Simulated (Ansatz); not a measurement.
The elements of this relaxed trial crystal are hidden behind letters.

```
lattice vectors (Å)
   2.8022    0.0000    0.0000
   0.0000    4.7118    0.0000
   0.0000    0.0000    4.9337
fractional positions
X 0.0000 0.5000 0.3295
Z 0.0000 0.0000 0.0062
Z 0.5000 0.0000 0.5000
Z 0.5000 0.5000 0.8310
```

Method: DFT PBE, scalar-relativistic, plane waves, PAW in Ansatz. Cutoff 420 eV, Γ-centred 12×8×8 mesh (4-atom cell), Gaussian smearing of 0.10 eV, no spin polarisation.

- Space group: Pmm2 (No. 25)
- Conventional cell: a = 2.802 Å, b = 4.712 Å, c = 4.934 Å
- Volume per atom: 16.29 Å³
- Density: 3.28 g/cm³
- Energy over the elements: −0.24 eV/atom
- Gap on the 12×8×8 mesh of the 4-atom cell: 0 eV (a metal)

Energies are uncorrected and count from the elements' standard states at the same level.

Question: X is a d-block element of period 4 and Z is a p-block element of period 3. Which elements are they?

Answer: X = Ti, Z = Al, so the formula is TiAl3. Density times volume gives a mean mass of 3.28 × 16.29/1.6605 = 32.2 u per atom, and this set has 32.2 u. Among the elements that the hints allow, noble gases aside, only these give it. Around Ti lie 2 Ti at 2.80 Å and 10 Al at 2.83–2.87 Å; around Al on its first site lie 10 Al at 2.80–2.87 Å and 2 Ti at 2.85 Å; around Al on its second site lie 8 Al at 2.80–2.87 Å and 4 Ti at 2.87 Å; 1 more site not described.

Symmetry constrained the relaxation, so the result can be a saddle point. Another cell of the same search, in I4/mmm, lies 162 meV/atom lower, so this cell isn't the stable form at this level.
